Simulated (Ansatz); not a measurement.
## A series in volume per atom on Pd

All results are calculated (Ansatz 0.2.0). Periodic Kohn-Sham DFT of a crystal at fixed atoms; pressure and stress are positive in compression; the energy is the free energy less that of spherical unpolarised free atoms; site moments are those in the method's own spheres, positive along +z.

Cell of the first row (space group Pm-3m, No. 221):
```
cell vectors (Å)
   2.5776     0.0000     0.0000
   0.0000     2.5776     0.0000
   0.0000     0.0000     2.5776
atoms (fractions of the cell vectors)
Pd  0.00000  0.00000  0.00000
```

Settings of every row: method all-electron LAPW; functional PBE; relativity scalar; k mesh 13x13x13; filling fermi-dirac; smearing width 0.03 eV; basis error target 1 meV/atom; nucleus gaussian.

Atom start moment: 0 on all atoms.

Limits: the cell comes from a prototype or a list of computed structures and needn't be the stable phase.

| row | volume per atom (Å³) | energy less free atoms (eV/atom) | pressure (GPa) |
| --- | --- | --- | --- |
| 1 | 17.126 | -3.2021 | 5.492 |
| 2 | 17.483 | ? | ? |
| 3 | 17.839 | -3.2136 | -0.082 |
| 4 | 18.196 | -3.2108 | -2.364 |
| 5 | 18.553 | -3.2033 | -4.37 |

Question: what energy less free atoms and pressure should row 2 give?

Worked fit of energy less free atoms. Take u = (V_r/V)^(2/3) − 1 with V_r = 18.017 Å³ an atom, which is twice the finite (Eulerian) strain; such expansions in the strain, on which the Birch-Murnaghan equation of state is built, carry the rest volume and the bulk modulus. The shown rows have u = 0.03439, 0.00664, -0.00657, -0.01935. Least squares give energy less free atoms = −3.21286 − 0.2044 × u + 15.033 × u² eV/atom; a straight line predicts inner rows, each left out in turn, worse (root mean square 0.0066 against 0.00013 eV/atom). The rows lie off it by 0.0000, 0.0000, 0.0001, 0.0000. Its lowest point lies at u = 0.0068, or V = 17.83 Å³ an atom, and the curvature there gives the bulk modulus at fixed shape and fractions, B = (4/9)(1 + u)² E″(u)/V = 122 GPa. The withheld row has u = 0.02026, so the fit gives −3.21286 − 0.2044 × (0.02026) + 15.033 × (0.02026)² = -3.2108 eV/atom.

The calculation gave -3.2109 eV/atom. The fit lies 0.0001 eV/atom (0.87 % of the column's range) above it, one unit of the last digit.

Worked fit of pressure. Take u = (V_r/V)^(2/3) − 1 with V_r = 18.017 Å³ an atom, which is twice the finite (Eulerian) strain; such expansions in the strain, on which the Birch-Murnaghan equation of state is built, carry the rest volume and the bulk modulus. The shown rows have u = 0.03439, 0.00664, -0.00657, -0.01935. Least squares give pressure = −1.2588 + 173.489 × u + 662.78 × u² GPa; a straight line predicts inner rows, each left out in turn, worse (root mean square 0.29 against 0.012 GPa). The rows lie off it by 0.001, -0.004, 0.006, -0.002 (root mean square 0.0038 GPa). The pressure vanishes at u = 0.0071, or V = 17.83 Å³ an atom, and there the bulk modulus at fixed shape and fractions is B = −V dP/dV = (2/3)(1 + u) dP/du = 123 GPa. The withheld row has u = 0.02026, so the fit gives −1.2588 + 173.489 × (0.02026) + 662.78 × (0.02026)² = 2.528 GPa.

The calculation gave 2.52 GPa. The fit lies 0.008 GPa (0.081 % of the column's range) above it; its largest miss of a shown row is 0.006 GPa.
